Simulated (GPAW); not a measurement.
The system is Al.

```
CELL_PARAMETERS angstrom
-0.02046 1.97065 2.04383
2.00266 0.00997 2.01341
2.05929 1.99687 -0.04667
ATOMIC_POSITIONS crystal
Al 0.00000 0.00000 0.00000
```

The cell isn't the ideal one: cell sheared at random, sigma 0.03, atoms nudged by 0.01 Å.

```yaml
Program: GPAW 26.7.0
Task: relaxation of cell and atoms
Functional: PBE
Dispersion: D3
Potentials_or_basis: GPAW PAW data sets (gpaw-data 1.2.1)
Cutoff: 600 eV
Basis: pw
k_mesh: 8 × 8 × 8
Occupations: fermi-dirac, width 0.05 eV
Spin: no spin polarisation
```

At the start: pressure -1.9 GPa; volume 16.57 Å³/atom.

Problem. Where does the relaxation end?

Solution. Over 13 steps the energy falls by 8.1 meV/atom and the volume is 16.22 Å³/atom (-2.1 %); space group R-3m (No. 166, to 0.05 Å).

The path:
```csv
step,energy change (eV),largest force (eV/Å),pressure (GPa),volume (Å³)
1,0.0000,0.0000,-1.91,16.57
2,-0.0021,0.0000,-1.45,16.47
3,-0.0049,0.0000,-0.62,16.30
4,-0.0059,0.0000,0.39,16.11
5,-0.0060,0.0000,0.36,16.11
6,-0.0061,0.0000,0.31,16.12
7,-0.0062,0.0000,0.23,16.14
8,-0.0064,0.0000,0.15,16.15
9,-0.0067,0.0000,0.06,16.17
10,-0.0071,0.0000,-0.01,16.18
11,-0.0074,0.0000,-0.08,16.20
12,-0.0078,0.0000,-0.14,16.21
13,-0.0081,0.0000,-0.17,16.22
```

Final structure:
```
Al
1.0
    -0.00403    1.99001    1.99704
     1.99213    0.00057    1.99237
     2.02567    2.02055   -0.03311
Al
1
Direct
  0.00000 0.00000 0.00000
```

Caveat: later steps reuse the first step's grids; pairwise dispersion overbinds metals, which lowers pressure and volume.
